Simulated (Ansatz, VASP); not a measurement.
Two plane-wave programs on Ir

File INCAR:

```
PREC     = Accurate       # precision mode
ENCUT    = 600            # plane-wave cutoff, eV
EDIFF    = 1E-6           # SCF threshold, eV
ISMEAR   = 0              # smearing method
SIGMA    = 0.1            # smearing width, eV
LREAL    = False          # projectors in reciprocal space
LASPH    = True           # aspherical terms in the spheres
NELM     = 60             # most SCF steps
ALGO     = Normal         # electronic algorithm
ISIF     = 3              # what is computed and relaxed
LWAVE    = False          # write WAVECAR
LCHARG   = False          # write CHGCAR
IBRION   = 2              # ionic algorithm
NSW      = 70             # ionic steps
EDIFFG   = -0.005         # ionic threshold
```

KPOINTS

```
Automatic mesh
0
Gamma
  18 18 18
```

The input POSCAR:

```
Ir
1.0
    0.0000000000      1.9353304886      1.9353304886
    1.9353304886      0.0000000000      1.9353304886
    1.9353304886      1.9353304886      0.0000000000
Ir
1
Direct
    0.0000000000      0.0000000000      0.0000000000
```

Input for Ansatz:

```yaml
crystal:
  lattice:
    - [0.0, 1.9353304886, 1.9353304886]
    - [1.9353304886, 0.0, 1.9353304886]
    - [1.9353304886, 1.9353304886, 0.0]
  atoms:
    - { symbol: Ir, position: [0.0, 0.0, 0.0] }
basis:
  ecutwfc: 420
kpoints:
  mp_grid: { grid: [18, 18, 18] }
hamiltonian:
  xc: lda
scf:
  occupations: { method: gaussian, width: 0.1 }
output:
  forces: true
  stress: true
  eigenvalues: true
relax:
  adjacent_minimum: "off"
  f_tol: 0.005
  max_steps: 50
  cell: { stress_tol: 0.05 }
```

Alike in both runs: task relaxation of cell and atoms; functional LDA; k mesh 18 × 18 × 18; occupations gaussian, width 0.1 eV; no spin polarisation.

|  | VASP | Ansatz |
| --- | --- | --- |
| version | VASP 6.6.1 | Ansatz 0.2.0 |
| potentials or method | VASP PAW LDA potentials, release 64 (Ir) | scalar-relativistic, plane waves, PAW |
| plane-wave cutoff (eV) | 600 | 420 |
| valence electrons in the cell | 9 | 17 |

VASP gave:

| Item | Value |
| --- | --- |
| gap on the k mesh at the Fermi level, each at its own relaxed structure (eV) | none |
| relaxed volume (Å³/atom) | 13.93 |
| relaxed cell length with the largest relative difference (Å) | 2.701 |
| energy change over the relaxation (meV/atom) | -27 |

Q: Which values does Ansatz return?

A: gap on the k mesh at the Fermi level, each at its own relaxed structure (eV): none; relaxed volume (Å³/atom): 13.84; relaxed cell length with the largest relative difference (Å): 2.695; energy change over the relaxation (meV/atom): -36.

A gap of «none» marks a metal or a gap that the smearing closes. The two sets of potentials don't hold the same shells in valence.

Spin-orbit coupling is left out, which matters for the levels of Ir. Zero-point motion and thermal expansion aren't in these numbers. LDA usually gives volumes a few per cent too small.
